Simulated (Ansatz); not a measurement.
## LAPW volumes and bulk moduli in simple lattices

All-electron LAPW (Ansatz 0.2.0), scalar-relativistic, no spin, Fermi–Dirac smearing 0.136 eV, k-meshes of 8 to 18 points an axis; Birch–Murnaghan fits to pressures. Some or most of these lattices are hypothetical for the element, and V0 is the minimum nearest the starting volume; lattices without a usable fit are left out; mesh and smearing are coarse, and magnetic elements are treated as non-magnetic.

```tsv
element	lattice	functional	V0 (Å³/atom)	B0 (GPa)	B′	k-points per axis
La	bcc	LDA	33.31	29	2.4	11
La	bcc	PBE	38.13	25	2.7	11
La	bcc	PBEsol	35.06	27	2.5	11
La	diamond	LDA	34.72	57	5.9	8
La	diamond	PBE	37.59	40	6.6	8
La	diamond	PBEsol	35.56	51	6.1	8
La	fcc	LDA	32.36	29	2.1	11
La	fcc	PBE	37.20	25	2.9	11
La	sc	LDA	31.77	31	4.2	10
La	sc	PBE	36.94	22	3.5	10
```

(1) Give V0 and B0 for sc La in PBEsol.

(2) Give V0 and B0 for fcc La in PBEsol.

Answers

(1) 33.46 Å³/atom and 26.7 GPa.

(2) 34.08 Å³/atom and 27.2 GPa.
